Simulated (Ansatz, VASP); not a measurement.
# CaSe in VASP and in Ansatz

File POSCAR:

```
CaSe
1.0
   -0.0902130674      2.8773220443      2.8773220443
    2.8773220443     -0.0902130674      2.8773220443
    2.8773220443      2.8773220443     -0.0902130674
Ca Se
1 1
Direct
    0.0000000000      0.0000000000      0.0000000000
    0.5000000000      0.5000000000      0.5000000000
```

The input INCAR.step1:

```
SYSTEM = CaSe
PREC = Accurate ; ENCUT = 520
ISMEAR = 0 ; SIGMA = 0.01
LREAL = .False. ; LASPH = .True.
NELM = 100 ; NBANDS = 15
GGA = PE ; ALGO = Normal
EDIFF = 1E-4 ; LWAVE = .True.
LCHARG = .False.
```

The input INCAR.step2:

```
SYSTEM = CaSe
PREC = Accurate ; ENCUT = 520
EDIFF = 1E-7 ; ISMEAR = 0
SIGMA = 0.01 ; LREAL = .False.
LASPH = .True. ; NELM = 100
ALGO = Normal ; ISIF = 2
LWAVE = .False. ; LCHARG = .False.
METAGGA = R2SCAN ; LMIXTAU = .True.
NBANDS = 15 ; ISTART = 1
```

KPOINTS

```
Automatic mesh
0
Gamma
  8 8 8
  0 0 0
```

Input for Ansatz:

```yaml
crystal:
  lattice:
    - [-0.0902130674, 2.8773220443, 2.8773220443]
    - [2.8773220443, -0.0902130674, 2.8773220443]
    - [2.8773220443, 2.8773220443, -0.0902130674]
  atoms:
    - { symbol: Ca, position: [0.0, 0.0, 0.0] }
    - { symbol: Se, position: [0.5, 0.5, 0.5] }
kpoints:
  mp_grid: { grid: [8, 8, 8] }
  band_path:
    path:
      - [0.0, 0.0, 0.0]
      - [0.5, 0.0, 0.5]
      - [0.625, 0.25, 0.625]
      - [0.375, 0.375, 0.75]
      - [0.5, 0.5, 0.5]
      - [0.5, 0.25, 0.75]
      - [0.0, 0.5, 0.5]
    npoints: 1
hamiltonian:
  xc: r2scan
scf:
  occupations: { method: fixed }
  n_extra_bands: 4
output:
  forces: true
  stress: true
  eigenvalues: true
```

Change from the starting cell: shear_111 strain -4.6%.

Alike in both runs: task single point; functional r2SCAN; k mesh 8 × 8 × 8; no spin polarisation.

```csv
,VASP,Ansatz
version,VASP 6.6.1,Ansatz 0.2.0
potentials or method,"VASP PAW PBE potentials, release 64 (Ca_sv, Se)","plane waves, PAW"
plane-wave cutoff (eV),520,500
occupations,"gaussian, width 0.01 eV",fixed
valence electrons in the cell,16,26
```

|  | VASP | Ansatz | Ansatz less VASP |
| --- | --- | --- | --- |
| gap on the k mesh at the Fermi level (eV) | 2.21 | 2.22 | +0.002 |
| pressure (GPa) | 2.9 | 2.6 | -0.29 |
| largest component of the traceless stress (GPa) | 0.87 | 0.87 | +0.006 |

The two sets of potentials don't hold the same shells in valence.

Caveats: the PAW data sets were made with another functional, which shifts forces and pressure a little (VASP). A k mesh can miss the band edges.
